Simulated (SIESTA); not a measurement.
The system is ZnSe (Stilleite).

```xyz
2
Lattice="0.0000 2.8338 2.8338 2.8338 0.0000 2.8338 2.8338 2.8338 0.0000" Properties=species:S:1:pos:R:3 pbc="T T T"
Se    4.2507    4.2507    4.2507
Zn    0.0000    0.0000    0.0000
```

Base run:

```yaml
Program: SIESTA 5.4.2
Functional: vdW-DF-cx
Potentials_or_basis: PseudoDojo 0.4 standard (PBE files)
Basis: DZP (energy shift 0.003 Ry; two zetas on semicore shells)
Grid_cutoff: 800 Ry
Energy_shift: 0.003 Ry
k_mesh: 8 × 8 × 8
Occupations: fermi-dirac, width 0.05 eV
Spin: no spin polarisation
```

Its results: band gap on the k mesh 1.52 eV, direct; pressure 0.3 GPa.

**Question.** The run is repeated on the same cell with these changes: functional from vdW-DF-cx to RPBE. What comes out?

**Answer.** Band gap on the k mesh 1.78 eV, direct; pressure 5.2 GPa.

Caveats: short orbitals over semicore shells can move pressures by several GPa; the valence orbitals were made in a potential fitted to the semicore shell under them, which widens gaps by tenths of an eV or more; the potentials were made for another functional, which shifts forces and pressure; the basis of atomic orbitals isn't converged, which shifts pressures, moduli and gaps.
